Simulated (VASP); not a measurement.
Runs of VASP 6.6.1 on MgB2. Symmetry: Fd-3m, No. 227, cubic system. Conventional cell: a = 5.987 Å, b = 5.987 Å, c = 5.987 Å, α = 90.00°, β = 90.00°, γ = 90.00°. Around Mg (site symmetry -43m) lie 12 B at 2.48 Å and 4 Mg at 2.59 Å. B (site symmetry -3m) has 6 B at 2.12 Å as nearest neighbours. The cell was built by a generator and needn't be a form met in nature.

```csv
level,other keys,gap on the mesh (eV),pressure (GPa),relaxed volume (Å³/atom)
PBEsol+D3(BJ),-,none,0.0,8.50
PBEsol+D4,-,none,0.0,(b)
PBEsol+rVV10,-,none,0.0,8.76
PBEsol+D3,-,none,0.0,8.51
PBEsol,LREAL = Auto,none,0.0,(a)
```

Alike in all rows: task relaxation of cell and atoms; potentials or basis VASP PAW PBE potentials, release 64 (Mg, B); no spin polarisation; cell relaxed; k mesh 6 × 6 × 6; cutoff (eV) 600; smearing fermi-dirac 0.05 eV.

Q: Fill in the values left out.

A: (a) 8.77; (b) 8.62.

Caveats: the PAW data sets were made with another functional, which shifts forces and pressure a little; pairwise dispersion overbinds metals, which lowers pressure and volume (some runs).

A gap of «none» marks a metal or a gap under the smearing width.
